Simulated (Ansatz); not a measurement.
The system is WC (Qusongite).

```
W C
1.0
     2.90650    0.00000    0.00000
    -1.45325    2.51710    0.00000
     0.00000    0.00000    2.83660
W C
1 1
Direct
  0.00000 0.00000 0.00000
  0.66667 0.33333 0.50000
```

Base run:

| Quantity | Value |
| --- | --- |
| Program | Ansatz 0.2.0 |
| Functional | revPBE |
| Potentials or basis | all-electron LAPW, scalar-relativistic |
| Cutoff | 334 eV |
| Density cutoff | 1338 eV |
| Basis error allowed | 0.001 eV/atom |
| k mesh | 10 × 10 × 9 |
| Occupations | fermi-dirac, width 0.05 eV |
| Spin | no spin polarisation |

Its results: pressure 8.9 GPa.

Problem. After a change of settings the same cell gave: pressure -9.7 GPa. Which change was it?
A. functional from revPBE to PBEsol; potentials or basis from all-electron LAPW, scalar-relativistic to all-electron PAW datasets made for the crystal
B. functional from revPBE to LDA
C. functional from revPBE to PBEsol; hubbard terms from none to W d U = 6 eV
D. functional from revPBE to PBE

Solution. B.

LDA binds more tightly than revPBE, so the same cell stands under less pressure.

Not every run made on this cell is shown here.
